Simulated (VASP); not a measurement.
**KCl in VASP 6.6.1, single-point calculation**

INCAR

```
PREC = Accurate
LCHARG = .FALSE.
LWAVE = .FALSE.
IBRION = -1
ISMEAR = -1
ENCUT = 520
NBANDS = 15
LASPH = .TRUE.
NELM = 120
METAGGA = RTPSS
SIGMA = 0.02
NSW = 0
ISIF = 2
LREAL = .FALSE.
EDIFF = 1E-7
```

KPOINTS

```
KPOINTS created by Atomic Simulation Environment
0
Gamma
6 6 6
0 0 0
```

POSCAR

```
K  Cl
 1.0000000000000000
    -0.0233818855000000    3.4839009448999998    3.4839009448999998
     3.4839009448999998   -0.0233818855000000    3.4839009448999998
     3.4839009448999998    3.4839009448999998   -0.0233818855000000
 K   Cl
   1   1
Cartesian
 -0.0055528556104242 -0.0055528556104242 -0.0055528556104242
  1.7416578566854239  1.7416578566854239  1.7416578566854242
```

The recommended PBE PAW datasets give the neutral cell 16 valence electrons.

Command

```
mpirun -np 1 vasp_std
```

OSZICAR

```
N       E                     dE             d eps       ncg     rms          rms(c)
DAV:   1     0.125874049425E+03    0.12587E+03   -0.73225E+03  1384   0.126E+03
DAV:   2     0.115874648775E+02   -0.11429E+03   -0.98510E+02  1471   0.298E+02
DAV:   3    -0.336725465309E+01   -0.14955E+02   -0.14785E+02  1606   0.128E+02
DAV:   4    -0.420691902299E+01   -0.83966E+00   -0.83499E+00  1696   0.305E+01
DAV:   5    -0.427271674481E+01   -0.65798E-01   -0.65760E-01  1592   0.729E+00    0.120E+02
DAV:   6    -0.798399613790E+01   -0.37113E+01   -0.13902E+02   988   0.146E+02    0.441E+01
DAV:   7    -0.823875638325E+01   -0.25476E+00   -0.12167E+00  1433   0.761E+00    0.313E+01
DAV:   8    -0.824302300190E+01   -0.42666E-02   -0.11378E-01  1023   0.238E+00    0.167E+01
DAV:   9    -0.828582342908E+01   -0.42800E-01   -0.58963E-02   988   0.161E+00    0.318E+00
DAV:  10    -0.830134103493E+01   -0.15518E-01   -0.11849E-02   988   0.782E-01    0.940E-01
DAV:  11    -0.830366525014E+01   -0.23242E-02   -0.19547E-03  1031   0.344E-01    0.754E-01
DAV:  12    -0.830455526525E+01   -0.89002E-03   -0.11638E-03   960   0.254E-01    0.274E-02
DAV:  13    -0.830460880184E+01   -0.53537E-04   -0.62912E-05  1303   0.662E-02    0.110E-02
DAV:  14    -0.830461663313E+01   -0.78313E-05   -0.44227E-06  1059   0.165E-02    0.640E-03
DAV:  15    -0.830462304544E+01   -0.64123E-05   -0.10732E-05   968   0.240E-02    0.184E-03
DAV:  16    -0.830462308923E+01   -0.43789E-07   -0.35015E-07  1605   0.467E-03
   1 F= -.83046231E+01 E0= -.83046231E+01  d E =-.496430E-12
```

From OUTCAR

```
k-points           NKPTS =     32   k-points in BZ     NKDIM =     32   number of bands    NBANDS=     15

   NELECT =      16.0000    total number of electrons

   dimension x,y,z NGX =    40 NGY =   40 NGZ =   40
   dimension x,y,z NGXF=    80 NGYF=   80 NGZF=   80

  energy-cutoff  :      520.00
  volume of cell :       85.42
      direct lattice vectors                 reciprocal lattice vectors
    -0.023381886  3.483900945  3.483900945    -0.142080500  0.143040503  0.143040503
     3.483900945 -0.023381886  3.483900945     0.143040503 -0.142080500  0.143040503
     3.483900945  3.483900945 -0.023381886     0.143040503  0.143040503 -0.142080500

 k-points in reciprocal lattice and weights: KPOINTS created by Atomic Simulation Env
   0.00000000  0.00000000  0.00000000       0.005
   0.16666667 -0.00000000 -0.00000000       0.028
   0.33333333  0.00000000  0.00000000       0.028
   0.50000000  0.00000000  0.00000000       0.014
   0.16666667  0.16666667 -0.00000000       0.028
   0.33333333  0.16666667  0.00000000       0.056
   0.50000000  0.16666667  0.00000000       0.056
  -0.33333333  0.16666667 -0.00000000       0.056
   ...

 E-fermi :  -2.7057

 k-point     1 :       0.0000    0.0000    0.0000
  band No.  band energies     occupation
      1     -31.0645      2.00000
      2     -15.3717      2.00000
      3     -14.0653      2.00000
      4     -14.0641      2.00000
      5     -14.0641      2.00000
      6      -3.3180      2.00000
      7      -3.3180      2.00000
      8      -3.3047      2.00000
      9       2.0578      0.00000
     10       6.5541      0.00000
     11       6.5541      0.00000
     12       7.5915      0.00000
     13       7.6240      0.00000
     14       7.6240      0.00000
     15       8.6715      0.00000

 k-point     2 :       0.1667   -0.0000   -0.0000
  band No.  band energies     occupation
      1     -31.0637      2.00000
      2     -15.4164      2.00000
      3     -14.0679      2.00000
      4     -14.0667      2.00000
      5     -14.0142      2.00000
      6      -3.4026      2.00000
      7      -3.3088      2.00000
      8      -3.2986      2.00000
      9       2.4836      0.00000
     10       6.2809      0.00000
     11       6.3074      0.00000
     12       7.2982      0.00000
     13       7.8444      0.00000
     14       8.0210      0.00000
     15       8.0269      0.00000

 k-point     3 :       0.3333    0.0000    0.0000
  band No.  band energies     occupation
      1     -31.0622      2.00000
      2     -15.4966      2.00000
      3     -14.0734      2.00000
      4     -14.0720      2.00000
      5     -13.9240      2.00000
      6      -3.5410      2.00000
      7      -3.2909      2.00000
      8      -3.2845      2.00000
      9       3.4748      0.00000
     10       5.9392      0.00000
     11       6.1070      0.00000
     12       6.1807      0.00000
     13       7.7587      0.00000
     14       7.8397      0.00000
     15       7.9016      0.00000

 ...

  Total        0.2745635      0.2745635      0.2745635      0.0090223      0.0090223      0.0090223
  in kB        5.1496275      5.1496275      5.1496275      0.1692190      0.1692190      0.1692190
  external PRESSURE =       5.1496275 kB  Pullay stress =       0.0000000 kB

 POSITION                                       TOTAL-FORCE (eV/Angst)
 -----------------------------------------------------------------------------------
      6.93887      6.93887      6.93887         0.000038      0.000038      0.000038
      1.74166      1.74166      1.74166        -0.000038     -0.000038     -0.000038
 -----------------------------------------------------------------------------------
    total drift:                               -0.000024     -0.000024     -0.000024

  FREE ENERGIE OF THE ION-ELECTRON SYSTEM (eV)
  ---------------------------------------------------
  free  energy   TOTEN  =        -8.3046230892 eV

  energy  without entropy=       -8.3046230892  energy(sigma->0) =       -8.30462309
```

It converged. Results: gap between bands v and c on the k mesh 5.32 eV; least direct gap on the k mesh 5.36 eV; pressure 0.5 GPa. Band v is the last that the valence electrons fill when counted band by band, and c is the next.

For comparison, a separate PBE run of the intended cell, on usual settings and not on those above, gives a gap of 4.79 eV on its mesh and a pressure of 0.4 GPa.

The run above took about 3.2 min on one core of a shared host (Intel Xeon Platinum 8488C) and held 0.27 GiB at most.
